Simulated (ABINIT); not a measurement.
Crystal: FeO (Wuestite).

```
Fe O
1.0
     0.00000    2.15540    2.15540
     2.15540    0.00000    2.15540
     2.15540    2.15540    0.00000
Fe O
1 1
Direct
  0.00000 0.00000 0.00000
  0.50000 0.50000 0.50000
```

| Property | Result |
| --- | --- |
| Program | ABINIT 10.8.3 (patched build) |
| Task | relaxation of cell and atoms |
| Functional | LDA |
| Potentials or basis | PseudoDojo NC SR LDA v0.4.1 standard |
| Cutoff | 1252 eV |
| k mesh | 8 × 8 × 8 |
| Occupations | fermi-dirac, width 0.05 eV |
| Spin | collinear spin, ferromagnetic start |
| Starting moments | [3.0, 0.0] μB |

At the start: pressure -16.1 GPa; volume 10.01 Å³/atom.

Question: How do energy, volume and symmetry change on relaxing?

Answer: Over 5 steps the energy falls by 44.6 meV/atom and the volume is 9.18 Å³/atom (-8.4 %); space group Fm-3m (No. 225, to 0.05 Å); moment 3.96 μB per cell.

Step by step:
| step | energy change (eV) | largest force (eV/Å) | pressure (GPa) | volume (Å³) |
| --- | --- | --- | --- | --- |
| 1 | 0.0000 | 0.0000 | -16.15 | 20.03 |
| 2 | -0.0729 | 0.0000 | -7.44 | 19.05 |
| 3 | -0.0892 | 0.0000 | 0.38 | 18.32 |
| 4 | -0.0893 | 0.0000 | 0.03 | 18.35 |
| 5 | -0.0893 | 0.0000 | 0.00 | 18.35 |

Final structure:
```yaml
crystal:
  lattice:
    - [0.00000, 2.09358, 2.09358]
    - [2.09358, 0.00000, 2.09358]
    - [2.09358, 2.09358, 0.00000]
  atoms:
    - { symbol: Fe, position: [0.00000, 0.00000, 0.00000] }
    - { symbol: O, position: [0.50000, 0.50000, 0.50000] }
```

Caveat: a cell with one magnetic atom can't hold antiferromagnetic order, which such compounds often take.
